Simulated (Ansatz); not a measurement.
# Si: the cost of one run

Computed with Ansatz 0.2.0 (DFT PBE, scalar-relativistic, plane waves, PAW, unless a step's input says otherwise).

The COD entry's cell or inner coordinates are ideal or old and differ from later refinements, so a difference from it is no clean test against experiment.

1 further run of the same task is left out (set aside as unsound or not needed).

## (1) The starting structure

Symmetry: Fd-3m, No. 227, cubic system. The conventional cell has a = 5.470 Å, b = 5.470 Å, c = 5.470 Å, α = 90.00°, β = 90.00°, γ = 90.00°. Around Si (site symmetry -43m) lie 4 Si at 2.37 Å.

Structure file:

```cif
data_structure
_symmetry_space_group_name_H-M 'P 1'
_symmetry_Int_Tables_number 1
_cell_length_a 3.8676
_cell_length_b 3.8676
_cell_length_c 3.8676
_cell_angle_alpha 60.000
_cell_angle_beta 60.000
_cell_angle_gamma 60.000
_cell_volume 40.91
loop_
_atom_site_label
_atom_site_type_symbol
_atom_site_fract_x
_atom_site_fract_y
_atom_site_fract_z
_atom_site_occupancy
Si1 Si 0.75000 0.75000 0.75000 1
Si2 Si 0.50000 0.50000 0.50000 1
```

It is the result of an earlier relaxation at this level (volume 20.45 Å³/atom; gap on the mesh: 0.62 eV).

Bulk energy on matching settings, from an earlier run: -635.8098 eV/atom.

## (2) Cutting the (111) slab

Miller indices refer to the conventional cell of the relaxed bulk, Fd-3m (No. 227): a = 5.470 Å, b = 5.470 Å, c = 5.470 Å, α = 90.00°, β = 90.00°, γ = 90.00°.

The slab is a (111) slab, 13.4 Å thick as cut, with 15 Å of vacuum; its outer planes are Si (top) and Si (bottom).

The slab as cut. Its planes from the bottom up:

| plane | atoms per cell | height over the lowest (Å) |
| --- | --- | --- |
| 1 | Si | 0.00 |
| 2 | Si | 0.79 |
| 3 | Si | 3.16 |
| 4 | Si | 3.95 |
| 5 | Si | 6.32 |
| 6 | Si | 7.11 |
| 7 | Si | 9.47 |
| 8 | Si | 10.26 |
| 9 | Si | 12.63 |
| 10 | Si | 13.42 |

## (3) The slab as cut, atoms at the bulk's places

The cell repeats along c, and a dipole correction in the vacuum removes the field between the copies.

File input.yaml:

```yaml
crystal:
  lattice:
    - [3.8676454514, 0.0, 0.0]
    - [-1.9338227257, 3.3494792137, 0.0]
    - [0.0, 0.0, 28.421156971]
  atoms:
    - { symbol: Si, position: [0.3333333333, 0.6666666667, 0.2638879201] }
    - { symbol: Si, position: [0.0, 0.0, 0.2916658119] }
    - { symbol: Si, position: [0.0, 0.0, 0.3749994871] }
    - { symbol: Si, position: [0.6666666667, 0.3333333333, 0.4027773789] }
    - { symbol: Si, position: [0.6666666667, 0.3333333333, 0.4861110541] }
    - { symbol: Si, position: [0.3333333333, 0.6666666667, 0.5138889459] }
    - { symbol: Si, position: [0.3333333333, 0.6666666667, 0.5972226211] }
    - { symbol: Si, position: [0.0, 0.0, 0.6250005129] }
    - { symbol: Si, position: [0.0, 0.0, 0.7083341881] }
    - { symbol: Si, position: [0.6666666667, 0.3333333333, 0.7361120799] }
basis:
  ecutwfc: 420
kpoints:
  mp_grid: { grid: [9, 9, 1] }
hamiltonian:
  xc: pbe
scf:
  occupations: { method: gaussian, width: 0.05 }
output:
  forces: true
  stress: true
  eigenvalues: true
efield:
  axis: 3
  dipole_correction: true
```

On the command line:

```
$ ansatz run input.yaml --threads 1 --pin off --max-ram 2560MiB --backend cpu --events-out ev --progress --plain --runs-dir out
```

What time and memory should one allow on 1 thread of Intel Xeon at 2.70GHz, shared host?

About 18 s, with a peak of 0.5 GiB.
